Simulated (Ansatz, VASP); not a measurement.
## One calculation of As, two programs

```
As
1.0
     3.14012    0.00000    0.00000
    -1.57006    2.71943    0.00000
     0.00000    0.00000    4.78442
As
2
Direct
  0.33333 0.66667 0.25000
  0.66667 0.33333 0.75000
```

Alike in both runs: task single point; functional RPBE; k mesh 13 × 13 × 8; occupations fermi-dirac, width 0.1 eV; no spin polarisation.

|  | VASP | Ansatz |
| --- | --- | --- |
| version | VASP 6.6.1 | Ansatz 0.2.0 |
| potentials or method | VASP PAW PBE potentials, release 64 (As) | plane waves (420 eV) with PAW, scalar-relativistic |
| plane-wave cutoff (eV) | 520 | 420 |
| valence electrons in the cell | 10 | 30 |

Ansatz gave:

- pressure (GPa): -2.4
- largest component of the traceless stress (GPa): 0.49

Task: Estimate VASP's values.

Result: Pressure (GPa): -2.5; largest component of the traceless stress (GPa): 0.50.

With one functional, cell and mesh, what is left measures potentials, basis and numerics. The two sets of potentials don't hold the same shells in valence.

Caveats: the PAW data sets were made with another functional, which shifts forces and pressure a little (VASP).
